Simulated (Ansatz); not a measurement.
Crystal: ZrS2.

```
CELL_PARAMETERS angstrom
3.69138 0.00000 0.00000
-1.84569 3.19683 0.00000
0.00000 0.00000 6.04108
ATOMIC_POSITIONS crystal
Zr 0.00000 0.00000 0.00000
S 0.33333 0.66667 0.23791
S 0.66667 0.33333 0.76209
```

The cell is a database's computed one.

```yaml
Program: Ansatz 0.2.0
Task: relaxation of cell and atoms
Functional: revPBE
Potentials_or_basis: Ansatz PAW
Cutoff: "420 eV (not typed: the program's choice for these potentials)"
k_mesh: 8 × 8 × 5
Occupations: fermi-dirac, width 0.05 eV
Spin: no spin polarisation
```

At the start: volume 23.76 Å³/atom.

Task: Where does the relaxation end?

Result: It ends after 14 steps and the volume is 31.82 Å³/atom (+33.9 %); space group P-3m1 (No. 164, to 0.05 Å).

Step by step:
```csv
step,energy change (eV),largest force (eV/Å),volume (Å³)
1,0.0000,0.0990,71.29
2,-0.0368,0.0340,76.97
3,-0.0601,0.0559,79.45
4,-0.0708,0.0846,82.68
5,-0.0744,0.0055,85.23
6,-0.0745,0.0110,86.04
7,-0.0745,0.0003,85.98
8,-0.0817,0.0021,85.98
9,-0.0847,0.0099,88.46
10,-0.0867,0.0378,91.96
11,-0.0870,0.0025,92.83
12,-0.0871,0.0145,95.30
13,-0.0871,0.0007,95.47
14,-0.0886,0.0002,95.47
```

Final structure:
```
Zr S
1.0
     3.71222    0.00000    0.00000
    -1.85611    3.21487    0.00000
     0.00000    0.00000    7.99997
Zr S
1 2
Direct
  0.00000 0.00000 0.00000
  0.33333 0.66667 0.18094
  0.66667 0.33333 0.81906
```

Caveat: the volume moved by over 15 % at a fixed basis, so the end points are rough; the plane-wave basis is chosen anew once the cell has moved, so the energies of steps on either side of that aren't comparable; this functional lacks dispersion, which binds the layers, so the pressure and a relaxed spacing across them are unreliable, and here the layers came unbound; the PAW data sets come from PBE, with cores solved anew for the run's functional, which leaves a small shift of forces and pressure.
